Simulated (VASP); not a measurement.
# ZnO (zincite) (P6_3mc) in VASP: settings compared, part 3 of 3

VASP 6.6.1. Earlier steps stand in the parts before.

### Step 4. Dielectric tensor, LDA

This run uses another cell than the first one, of 11.41 Å³/atom, 0.920 times its volume.

File INCAR:

```
PREC = Accurate
ENCUT = 600
EDIFF = 1E-8
ISMEAR = 0
SIGMA = 0.03
LREAL = F
LASPH = T
NELM = 80
ALGO = Fast
ISIF = 2
LWAVE = F
LCHARG = F
GGA = CA
LEPSILON = T
KPAR = 2
```

File KPOINTS:

```
Automatic mesh
0
Gamma
  15 15 9
```

File POSCAR:

```
ZnO                                     
1.0
    3.1938579961      0.0000000000      0.0000000000
   -1.5969289980      2.7659621606     -0.0000000000
   -0.0000000000      0.0000000000      5.1645416325
  Zn              O             
     2     2
Direct
     0.3333333332999970    0.6666666667000030    0.5003192786902180
     0.6666666667000030    0.3333333332999970    0.0003192786902180
     0.6666666667000030    0.3333333332999970    0.3786907213097829
     0.3333333332999970    0.6666666667000030    0.8786907213097830
```

Potentials or basis: VASP PAW LDA potentials, release 64 (Zn, O).

The run is started by

```console
$ cat potpaw_LDA.64/Zn/POTCAR potpaw_LDA.64/O/POTCAR > POTCAR
$ mpirun -np 2 vasp_std > vasp.out
```

OUTCAR:

```text
PREC = Accurate
   ENCUT = 600
   EDIFF = 1E-8
   ISMEAR = 0
   LREAL = F
   LASPH = T
   NELM = 80
   ISIF = 2
   GGA = CA
   LEPSILON = T

 ion  position               nearest neighbor table
   1  0.333  0.667  0.500-   3 1.95   3 1.95   3 1.95   4 1.95
   2  0.667  0.333  0.000-   4 1.95   4 1.95   4 1.95   3 1.95
   3  0.667  0.333  0.379-   1 1.95   1 1.95   1 1.95   2 1.95
   4  0.333  0.667  0.879-   2 1.95   2 1.95   2 1.95   1 1.95

  LATTYP: Found a hexagonal cell.
 ALAT       =     3.1938579961
 C/A-ratio  =     1.6170229355

  Lattice vectors:

 A1 = (   3.1938579961,   0.0000000000,   0.0000000000)
 A2 = (  -1.5969289980,   2.7659621606,   0.0000000000)
 A3 = (   0.0000000000,   0.0000000000,   5.1645416325)

Analysis of symmetry for initial positions (statically):
=====================================================================
 Subroutine PRICEL returns:
 Original cell was already a primitive cell.

 Routine SETGRP: Setting up the symmetry group for a
 hexagonal supercell.

 Subroutine GETGRP returns: Found 12 space group operations
 (whereof  6 operations were pure point group operations)
 out of a pool of 24 trial point group operations.

The static configuration has the point symmetry C_3v.
 The point group associated with its full space group is C_6v.

Analysis of symmetry for dynamics (positions and initial velocities):
=====================================================================
 Subroutine PRICEL returns:
 Original cell was already a primitive cell.

 Routine SETGRP: Setting up the symmetry group for a
 hexagonal supercell.

 Subroutine GETGRP returns: Found 12 space group operations
 (whereof  6 operations were pure point group operations)
 out of a pool of 24 trial point group operations.

The dynamic configuration has the point symmetry C_3v.
 The point group associated with its full space group is C_6v.

 Subroutine INISYM returns: Found 12 space group operations
 (whereof  6 operations are pure point group operations),
 and found     1 'primitive' translations

----------------------------------------------------------------------------------------

                                     Primitive cell

  volume of cell :      45.6240

  direct lattice vectors                    reciprocal lattice vectors
     3.193857996  0.000000000  0.000000000     0.313100959  0.180768923  0.000000000
    -1.596928998  2.765962161  0.000000000     0.000000000  0.361537845  0.000000000
     0.000000000  0.000000000  5.164541632     0.000000000  0.000000000  0.193628026

  length of vectors
     3.193857996  3.193857996  5.164541632     0.361537845  0.361537845  0.193628026

  position of ions in fractional coordinates (direct lattice)
     0.333333333  0.666666667  0.500319279
[... 736 lines left out ...]
  Direction    XX          YY          ZZ          XY          YZ          ZX
  --------------------------------------------------------------------------------------
  -------------------------------------------------------------------------------------
  Total       -0.0005961     -0.0005961     -0.0055812     -0.0000000      0.0000000      0.0000000
  in kB       -0.0209337     -0.0209337     -0.1959949     -0.0000000      0.0000000      0.0000000
  external PRESSURE =      -0.0792874 kB  Pullay stress =       0.0000000 kB

 VOLUME and BASIS-vectors are now :
 -----------------------------------------------------------------------------
  energy-cutoff  :      600.00
  volume of cell :       45.62
      direct lattice vectors                 reciprocal lattice vectors
     3.193857996  0.000000000  0.000000000     0.313100959  0.180768923  0.000000000
    -1.596928998  2.765962161  0.000000000     0.000000000  0.361537845  0.000000000
     0.000000000  0.000000000  5.164541632     0.000000000  0.000000000  0.193628026

 POSITION                                       TOTAL-FORCE (eV/Angst)
 -----------------------------------------------------------------------------------
     -0.00000      1.84397      2.58392        -0.000000     -0.000000      0.000904
      1.59693      0.92199      0.00165         0.000000      0.000000      0.000904
      1.59693      0.92199      1.95576         0.000000      0.000000     -0.000904
     -0.00000      1.84397      4.53803        -0.000000     -0.000000     -0.000904
 -----------------------------------------------------------------------------------
    total drift:                               -0.000000     -0.000000     -0.001033

  FREE ENERGIE OF THE ION-ELECTRON SYSTEM (eV)
  ---------------------------------------------------
  free  energy   TOTEN  =       -21.1635023502 eV

  energy  without entropy=      -21.1635023502  energy(sigma->0) =      -21.16350235

 HEAD OF MICROSCOPIC STATIC DIELECTRIC TENSOR (INDEPENDENT PARTICLE, excluding Hartree and local field effects)
 ------------------------------------------------------
           5.262912     0.000000     0.000000
           0.000000     5.262912    -0.000000
           0.000000    -0.000000     5.264413
 ------------------------------------------------------

 Free energy of the ion-electron system (eV)
  ---------------------------------------------------
  ---------------------------------------------------
  free energy    TOTEN  =        -0.53649729 eV

  energy without entropy =       -0.53649729

------------------------ aborting loop because EDIFF is reached ----------------------------------------

--------------------------------------- Ionic step        2  -------------------------------------------

------------------------ aborting loop because EDIFF is reached ----------------------------------------

--------------------------------------- Ionic step        3  -------------------------------------------

 Free energy of the ion-electron system (eV)
  ---------------------------------------------------
  ---------------------------------------------------
  free energy    TOTEN  =        -0.53821474 eV

  energy without entropy =       -0.53821474

------------------------ aborting loop because EDIFF is reached ----------------------------------------

 PIEZOELECTRIC TENSOR FIELD DIRECTION 3  (e Angst)
 -----------------------------------------------------------------------------
     1.07083  0.00000  0.00000           (  0.05477  0.00000  0.00000)
     0.00000  1.07083 -0.00000           (  0.00000  0.05477  0.00000)
    -0.00000 -0.00000 -2.18053           ( -0.00000  0.00000 -0.11195)

 PIEZOELECTRIC TENSOR FIELD DIRECTION 3  (C/m^2)
 -----------------------------------------------------------------------------
     0.37604  0.00000  0.00000
     0.00000  0.37604 -0.00000
    -0.00000 -0.00000 -0.76574

 MACROSCOPIC STATIC DIELECTRIC TENSOR (including local field effects in DFT)
 ------------------------------------------------------
           5.097402     0.000000     0.000000
           0.000000     5.097402     0.000000
           0.000000     0.000000     5.113834
 ------------------------------------------------------

 PIEZOELECTRIC TENSOR (including local field effects)  for field in x, y, z        (e  Angst)
          XX          YY          ZZ          XY          YZ          ZX
  --------------------------------------------------------------------------------
  x     0.00000     0.00000     0.00000    -0.00000     0.00000     1.15126
  y     0.00000    -0.00000     0.00000     0.00000     1.15125     0.00000
  z     1.07083     1.07083    -2.18053     0.00000     0.00000     0.00000

 PIEZOELECTRIC TENSOR (including local field effects)  for field in x, y, z        (C/m^2)
          XX          YY          ZZ          XY          YZ          ZX
  --------------------------------------------------------------------------------
  x     0.00000     0.00000     0.00000    -0.00000     0.00000     0.40429
  y     0.00000    -0.00000     0.00000     0.00000     0.40428     0.00000
  z     0.37604     0.37604    -0.76574     0.00000     0.00000     0.00000

 BORN EFFECTIVE CHARGES (including local field effects) (in |e|, cummulative output)
 ---------------------------------------------------------------------------------
 ion    1
    1     2.07424     0.00000     0.00000
    2     0.00000     2.07424     0.00000
    3    -0.00000     0.00000     2.13144
 ion    2
    1     2.07424     0.00000    -0.00000
    2     0.00000     2.07424     0.00000
    3     0.00000     0.00000     2.13144
 ion    3
    1    -2.07424    -0.00000     0.00000
    2    -0.00000    -2.07424    -0.00000
    3     0.00000     0.00000    -2.13144
 ion    4
    1    -2.07424    -0.00000    -0.00000
    2    -0.00000    -2.07424     0.00000
    3     0.00000    -0.00000    -2.13144
```

OSZICAR:

```text
N       E                     dE             d eps       ncg     rms          rms(c)
DAV:   1     0.301756767026E+03    0.30176E+03   -0.20675E+04  5964   0.267E+03
DAV:   2     0.796921420132E+01   -0.29379E+03   -0.28295E+03  6300   0.475E+02
DAV:   3    -0.235980493927E+02   -0.31567E+02   -0.31339E+02  7014   0.163E+02
[... 11 lines left out ...]
RMM:   5    -0.537621098150E+00   -0.69442E-03   -0.29424E-04  9176   0.132E-01    0.228E-02
RMM:   6    -0.538102898962E+00   -0.48180E-03   -0.23065E-05  9981   0.322E-02    0.568E-03
RMM:   7    -0.538207797682E+00   -0.10490E-03   -0.12073E-06  9744   0.631E-03    0.142E-03
RMM:   8    -0.538215605528E+00   -0.78078E-05   -0.20428E-07 10169   0.211E-03    0.276E-04
RMM:   9    -0.538213975689E+00    0.16298E-05   -0.11035E-07  9719   0.558E-04    0.116E-04
RMM:  10    -0.538214598628E+00   -0.62294E-06   -0.83163E-08  7940   0.199E-04    0.154E-05
RMM:  11    -0.538214735842E+00   -0.13721E-06   -0.60727E-08  3668   0.816E-05    0.558E-06
```

stdout:

```text
POSCAR found type information on POSCAR ZnO
 POSCAR found :  2 types and       4 ions
 scaLAPACK will be used
 LDA part: xc-table for (Slater(with rela. corr.)+CA(PZ))
 , standard interpolation
 POSCAR, INCAR and KPOINTS ok, starting setup
 FFT: planning ... GRIDC
 FFT: planning ... GRID_SOFT
[... 101 lines left out ...]
 onal to |phi(0)> (1.070441629801817E-004,-5.983517850753507E-016)
 LRF_COMMUTATOR internal error: the vector H(1)-e(1) S(1) |phi(0)> is not orthog
 onal to |phi(0)> (1.188628103077072E-004,-1.373900992973631E-015)
 LRF_COMMUTATOR internal error: the vector H(1)-e(1) S(1) |phi(0)> is not orthog
 onal to |phi(0)> (1.076069278610984E-004,6.203938429687834E-016)
 LRF_COMMUTATOR internal error: the vector H(1)-e(1) S(1) |phi(0)> is not orthog
 onal to |phi(0)> (1.120263771882402E-004,-7.355227538141662E-016)
 LRF_COMMUTATOR internal error: the vector H(1)-e(1) S(1) |phi(0)> is not orthog
 onal to |phi(0)> (1.003565010503360E-
```

It took 20 min on 2 MPI ranks of Intel Xeon Platinum 8488C (Sapphire Rapids), shared host; peak memory 1.3 GiB.

What came out:

| Property | Result |
| --- | --- |
| Band gap on the k mesh | 0.80 eV, direct |
| Electronic dielectric tensor (diagonal) | 5.10, 5.10, 5.11 |
| Born charges (mean of the diagonal) | Zn +2.09; O -2.09 e |

Electronic dielectric tensor:
```
5.10 0.00 0.00
0.00 5.10 0.00
0.00 0.00 5.11
```

Born effective charge tensors (e):
atom 1, Zn
```
2.07 0.00 0.00
0.00 2.07 0.00
0.00 0.00 2.13
```
atom 2, Zn
```
2.07 0.00 0.00
0.00 2.07 0.00
0.00 0.00 2.13
```
atom 3, O
```
-2.07  0.00  0.00
 0.00 -2.07  0.00
 0.00  0.00 -2.13
```
atom 4, O
```
-2.07  0.00  0.00
 0.00 -2.07  0.00
 0.00  0.00 -2.13
```

Caveat: an odd mesh through Γ misses points on the zone boundary, where band edges often lie.

### Step 5. Overview

```tsv
task	level	potentials or basis	cell	k mesh	by perturbation theory	monkhorst-Pack mesh	gap on the mesh (eV)
dielectric tensor	PBE	VASP PAW PBE potentials, release 64 (Zn, O)	P6_3mc, 12.39 Å³/atom	9 × 9 × 5	-	-	0.72
phonons	LDA	VASP PAW LDA potentials, release 64 (Zn, O)	P6_3mc, 11.4 Å³/atom	9 × 9 × 5	no	-	-
dielectric tensor	LDA	VASP PAW LDA potentials, release 64 (Zn, O)	P6_3mc, 11.41 Å³/atom	15 × 15 × 9	-	no	0.80
```

Alike in all rows: no spin polarisation; cutoff (eV) 600; smearing gaussian 0.03 eV.

Caveats: an odd mesh through Γ misses points on the zone boundary, where band edges often lie (some runs).

Absolute energies hang on the potentials; compare differences alone.

### Step 6. How close it comes

Step 2. A measured gap of ZnO is 3.37 eV (quoted in “Electronic structure of alkaline earth and post-transition metal oxides”, 2009, arxiv:0908.1581); the calculated 0.72 eV misses it by -2.65 eV. So large a miss can be the level of theory's own, or it may mean another phase, state or a wrong row. The value is that of PBE, without temperature or zero-point motion. Semilocal functionals fall short of measured gaps as a rule.

Step 4. The gap isn't set beside the measured one, since this odd mesh misses points on the zone boundary.
